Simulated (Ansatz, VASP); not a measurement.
Two plane-wave programs on RbBr

```
Rb Br
1.0
    -0.13197    3.32885    3.32885
     3.32885   -0.13197    3.32885
     3.32885    3.32885   -0.13197
Rb Br
1 1
Direct
  0.00000 0.00000 0.00000
  0.50000 0.50000 0.50000
```

Change from the starting cell: shear_111 strain -5.7%.

Alike in both runs: task single point; functional r2SCAN; k mesh 6 × 6 × 6; no spin polarisation.

|  | VASP | Ansatz |
| --- | --- | --- |
| version | VASP 6.6.1 | Ansatz 0.2.0 |
| potentials or method | VASP PAW PBE potentials, release 64 (Rb_sv, Br) | plane waves, PAW |
| plane-wave cutoff (eV) | 520 | 500 |
| occupations | gaussian, width 0.01 eV | fixed |
| valence electrons in the cell | 16 | 16 |

```tsv
	VASP	Ansatz	Ansatz less VASP
gap on the k mesh at the Fermi level (eV)	4.98	4.98	+0.001
pressure (GPa)	1.0	1.0	-0.03
largest component of the traceless stress (GPa)	0.11	0.11	0.000
```

Caveats: the PAW data sets were made with another functional, which shifts forces and pressure a little (VASP).
